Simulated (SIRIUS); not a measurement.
# ZnS (Wurtzite-2H) (P6_3mc) in SIRIUS: reference runs, part 4 of 5

SIRIUS 7.12.0.

## 7. Equation of state, PBEsol, 20.39 Å³/atom (volume scaled by 1.04)

Input file sirius.json:

```json
{
  "control": {
    "processing_unit": "cpu",
    "std_evp_solver_name": "lapack",
    "gen_evp_solver_name": "lapack",
    "verbosity": 2,
    "print_forces": false,
    "ortho_rf": true,
    "use_second_variation": true,
    "rmt_max": 3.0,
    "num_bands_to_print": 24,
    "save_wf": true
  },
  "parameters": {
    "electronic_structure_method": "full_potential_lapwlo",
    "xc_functionals": ["XC_GGA_X_PBE_SOL", "XC_GGA_C_PBE_SOL"],
    "core_relativity": "dirac",
    "valence_relativity": "iora",
    "num_fv_states": 43,
    "smearing": "fermi_dirac",
    "smearing_width": 0.0018374661,
    "pw_cutoff": 20,
    "gk_cutoff": 3.91,
    "lmax_apw": 10,
    "lmax_rho": 8,
    "lmax_pot": 8,
    "num_mag_dims": 0,
    "auto_rmt": 0,
    "ngridk": [8, 8, 5],
    "shiftk": [0, 0, 0],
    "num_dft_iter": 80,
    "energy_tol": 1e-07,
    "density_tol": 1e-05,
    "use_symmetry": true
  },
  "settings": {"tol_ne": 1e-10},
  "iterative_solver": {"type": "exact"},
  "mixer": {"type": "anderson", "beta": 0.5, "max_history": 8},
  "unit_cell": {
    "lattice_vectors": [[7.2965169483, 0.0, 0.0], [-3.6482584741, 6.3189690363, 0.0], [0.0, 0.0, 11.9355777106]],
    "atom_types": ["S", "Zn"],
    "atom_files": {"S": "S.json", "Zn": "Zn.json"},
    "atoms": {
      "S": [[0.6666666667, 0.3333333333, 0.885], [0.3333333333, 0.6666666667, 0.385]],
      "Zn": [[0.6666666667, 0.3333333333, 0.5], [0.3333333333, 0.6666666667, 0.0]]
    }
  }
}
```

Input file S.json:

```json
{
  "name": "sulphur",
  "symbol": "S",
  "number": 16,
  "mass": 32.065,
  "rmin": 1e-06,
  "rmt": 2.06,
  "nrmt": 800,
  "rinf": 13.52,
  "core": "1s",
  "valence": [
    {"basis": [{"enu": -0.08, "dme": 0, "n": 0, "auto": 0}, {"enu": -0.08, "dme": 1, "n": 0, "auto": 0}]},
    {"l": 0, "n": 1, "basis": [{"enu": -0.1166, "dme": 0, "n": 0, "auto": 0}]},
    {"l": 1, "n": 2, "basis": [{"enu": 0.02, "dme": 0, "n": 0, "auto": 0}]},
    {"l": 2, "n": 3, "basis": [{"enu": 0.02, "dme": 0, "n": 0, "auto": 0}]},
    {"l": 3, "n": 4, "basis": [{"enu": 0.02, "dme": 0, "n": 0, "auto": 0}]}
  ],
  "lo": [
    {
      "l": 0,
      "basis": [{"enu": -0.1166, "dme": 0, "n": 0, "auto": 0}, {"enu": -0.1166, "dme": 1, "n": 0, "auto": 0}]
    },
    {
      "l": 0,
      "basis": [{"enu": -0.1166, "dme": 1, "n": 0, "auto": 0}, {"enu": -0.1166, "dme": 2, "n": 0, "auto": 0}]
    },
    {
      "l": 0,
      "basis": [{"enu": -7.4563, "dme": 0, "n": 2, "auto": 1}, {"enu": -7.4563, "dme": 1, "n": 2, "auto": 1}]
    },
    {
      "l": 0,
      "basis": [{"enu": -0.1166, "dme": 0, "n": 0, "auto": 0}, {"enu": 2.7112, "dme": 0, "n": 0, "auto": 0}]
    },
    {"l": 1, "basis": [{"enu": 0.02, "dme": 0, "n": 0, "auto": 0}, {"enu": 0.02, "dme": 1, "n": 0, "auto": 0}]},
    {
      "l": 1,
      "basis": [{"enu": -5.4682, "dme": 0, "n": 2, "auto": 1}, {"enu": -5.4682, "dme": 1, "n": 2, "auto": 1}]
    },
    {
      "l": 1,
      "basis": [{"enu": -5.4682, "dme": 1, "n": 2, "auto": 1}, {"enu": 0.02, "dme": 0, "n": 0, "auto": 0}]
    },
    {"l": 1, "basis": [{"enu": 0.02, "dme": 0, "n": 0, "auto": 0}, {"enu": 4.3559, "dme": 0, "n": 0, "auto": 0}]},
    {"l": 2, "basis": [{"enu": 0.02, "dme": 0, "n": 0, "auto": 0}, {"enu": 0.02, "dme": 1, "n": 0, "auto": 0}]},
    {"l": 2, "basis": [{"enu": 0.02, "dme": 1, "n": 0, "auto": 0}, {"enu": 0.02, "dme": 2, "n": 0, "auto": 0}]},
    {"l": 2, "basis": [{"enu": 0.02, "dme": 0, "n": 0, "auto": 0}, {"enu": 3.6961, "dme": 0, "n": 0, "auto": 0}]},
    {"l": 3, "basis": [{"enu": 0.02, "dme": 0, "n": 0, "auto": 0}, {"enu": 0.02, "dme": 1, "n": 0, "auto": 0}]}
  ],
  "free_atom": [... radial grid and density of the free atom, the start of the SCF ...]
}
```

Input file Zn.json:

```json
{
  "name": "zinc",
  "symbol": "Zn",
  "number": 30,
  "mass": 65.38,
  "rmin": 1e-06,
  "rmt": 2.15,
  "nrmt": 800,
  "rinf": 14.28,
  "core": "1s2s2p",
  "valence": [
    {"basis": [{"enu": -0.08, "dme": 0, "n": 0, "auto": 0}, {"enu": -0.08, "dme": 1, "n": 0, "auto": 0}]},
    {"l": 0, "n": 1, "basis": [{"enu": 0.02, "dme": 0, "n": 0, "auto": 0}]},
    {"l": 1, "n": 2, "basis": [{"enu": 0.02, "dme": 0, "n": 0, "auto": 0}]},
    {"l": 2, "n": 3, "basis": [{"enu": -0.0081, "dme": 0, "n": 0, "auto": 0}]},
    {"l": 3, "n": 4, "basis": [{"enu": 0.02, "dme": 0, "n": 0, "auto": 0}]}
  ],
  "lo": [
    {"l": 0, "basis": [{"enu": 0.02, "dme": 0, "n": 0, "auto": 0}, {"enu": 0.02, "dme": 1, "n": 0, "auto": 0}]},
    {
      "l": 0,
      "basis": [{"enu": -4.4669, "dme": 0, "n": 3, "auto": 1}, {"enu": -4.4669, "dme": 1, "n": 3, "auto": 1}]
    },
    {
      "l": 0,
      "basis": [{"enu": -4.4669, "dme": 1, "n": 3, "auto": 1}, {"enu": 0.02, "dme": 0, "n": 0, "auto": 0}]
    },
    {"l": 0, "basis": [{"enu": 0.02, "dme": 0, "n": 0, "auto": 0}, {"enu": 3.4813, "dme": 0, "n": 0, "auto": 0}]},
    {"l": 1, "basis": [{"enu": 0.02, "dme": 0, "n": 0, "auto": 0}, {"enu": 0.02, "dme": 1, "n": 0, "auto": 0}]},
    {
      "l": 1,
      "basis": [{"enu": -2.8079, "dme": 0, "n": 3, "auto": 1}, {"enu": -2.8079, "dme": 1, "n": 3, "auto": 1}]
    },
    {
      "l": 1,
      "basis": [{"enu": -2.8079, "dme": 1, "n": 3, "auto": 1}, {"enu": 0.02, "dme": 0, "n": 0, "auto": 0}]
    },
    {"l": 1, "basis": [{"enu": 0.02, "dme": 0, "n": 0, "auto": 0}, {"enu": 4.0005, "dme": 0, "n": 0, "auto": 0}]},
    {
      "l": 2,
      "basis": [{"enu": -0.0081, "dme": 0, "n": 0, "auto": 0}, {"enu": -0.0081, "dme": 1, "n": 0, "auto": 0}]
    },
    {
      "l": 2,
      "basis": [{"enu": -0.0081, "dme": 1, "n": 0, "auto": 0}, {"enu": -0.0081, "dme": 2, "n": 0, "auto": 0}]
    },
    {
      "l": 2,
      "basis": [{"enu": -0.0081, "dme": 0, "n": 0, "auto": 0}, {"enu": 3.3667, "dme": 0, "n": 0, "auto": 0}]
    },
    {"l": 3, "basis": [{"enu": 0.02, "dme": 0, "n": 0, "auto": 0}, {"enu": 0.02, "dme": 1, "n": 0, "auto": 0}]},
    {"l": 3, "basis": [{"enu": 0.02, "dme": 0, "n": 0, "auto": 0}, {"enu": 3.7842, "dme": 0, "n": 0, "auto": 0}]}
  ],
  "free_atom": [... radial grid and density of the free atom, the start of the SCF ...]
}
```

Input file sirius_start.json:

```json
{
  "control": {
    "processing_unit": "cpu",
    "std_evp_solver_name": "lapack",
    "gen_evp_solver_name": "lapack",
    "verbosity": 1,
    "print_forces": false,
    "ortho_rf": true,
    "use_second_variation": true,
    "rmt_max": 3.0,
    "num_bands_to_print": 24,
    "save_wf": false
  },
  "parameters": {
    "electronic_structure_method": "full_potential_lapwlo",
    "xc_functionals": ["XC_LDA_X", "XC_LDA_C_PW"],
    "core_relativity": "dirac",
    "valence_relativity": "iora",
    "num_fv_states": 43,
    "smearing": "fermi_dirac",
    "smearing_width": 0.0055123983,
    "pw_cutoff": 20,
    "gk_cutoff": 3.13,
    "lmax_apw": 10,
    "lmax_rho": 8,
    "lmax_pot": 8,
    "num_mag_dims": 0,
    "auto_rmt": 0,
    "ngridk": [3, 3, 2],
    "shiftk": [0, 0, 0],
    "num_dft_iter": 30,
    "energy_tol": 0.01,
    "density_tol": 0.05,
    "use_symmetry": true
  },
  "settings": {"tol_ne": 1e-10},
  "iterative_solver": {"type": "exact"},
  "mixer": {"type": "anderson", "beta": 0.5, "max_history": 8},
  "unit_cell": {
    "lattice_vectors": [[7.2965169483, 0.0, 0.0], [-3.6482584741, 6.3189690363, 0.0], [0.0, 0.0, 11.9355777106]],
    "atom_types": ["S", "Zn"],
    "atom_files": {"S": "S.json", "Zn": "Zn.json"},
    "atoms": {
      "S": [[0.6666666667, 0.3333333333, 0.885], [0.3333333333, 0.6666666667, 0.385]],
      "Zn": [[0.6666666667, 0.3333333333, 0.5], [0.3333333333, 0.6666666667, 0.0]]
    }
  }
}
```

Started as:

```
$ OMP_NUM_THREADS=1 sirius.scf --input=sirius_start.json --output=start.json
$ OMP_NUM_THREADS=1 sirius.scf --input=sirius.json --output=output.json --task=1
```

Wall time 3 min (1 thread of Arm Neoverse V2, shared host); peak memory 0.75 GiB.

The run converged. Its results:

```
Free energy                                       : -119367.5627 eV
Band gap on the k mesh                            : 1.93 eV, direct
All electrons inside the program's atomic spheres : Zn 28.42; S 14.11 (radii S 2.06, Zn 2.15 bohr)
```

[end of part 4 of 5]
